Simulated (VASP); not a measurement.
A run of VASP 6.6.1 is set up as follows.

INCAR

```
SYSTEM = LiHF2
ALGO = Normal
EDIFF = 1E-6
ENCUT = 520
GGA = PS
ISIF = 2
ISMEAR = 0
LASPH = .TRUE.
LCHARG = .FALSE.
LREAL = .FALSE.
LWAVE = .FALSE.
NBANDS = 17
NELM = 100
PREC = Accurate
SIGMA = 0.1
```

The input KPOINTS:

```
k-points
0
G
  9 9 9
  0 0 0
```

Contents of POSCAR:

```
LiHF2
1.0
    1.4669835874      0.8469633691      4.3666887241
   -1.4669835874      0.8469633691      4.3666887241
    0.0000000000     -1.6939267382      4.3666887241
Li H F
1 1 2
Direct
    0.0000000000      0.0000000000      0.0000000000
    0.5000000000      0.5000000000      0.5000000000
    0.4133018800      0.4133018800      0.4133018800
    0.5866981200      0.5866981200      0.5866981200
```

Potentials or basis: VASP PAW PBE potentials, release 64 (Li_sv, H, F).

Command:

```bash
$ cat potpaw_PBE.64/Li_sv/POTCAR potpaw_PBE.64/H/POTCAR potpaw_PBE.64/F/POTCAR > POTCAR
$ mpirun -np 1 vasp_std > vasp.out
```

Q: Predict the largest force.

A: 0.132 eV/Å.

Q: Predict the band gap on the k mesh.

A: 8.28 eV, indirect (least direct gap 8.48 eV).

Forces in eV/Å, atoms in the order of the input:
```
Li   0.000  0.000  0.000
H    0.000  0.000  0.000
F    0.000  0.000 -0.132
F    0.000  0.000  0.132
```

Caveat: the PAW data sets were made with another functional, which shifts forces and pressure a little; an odd mesh through Γ misses points on the zone boundary, where band edges often lie. PBEsol gaps usually lie below the measured ones, often by a third to a half.
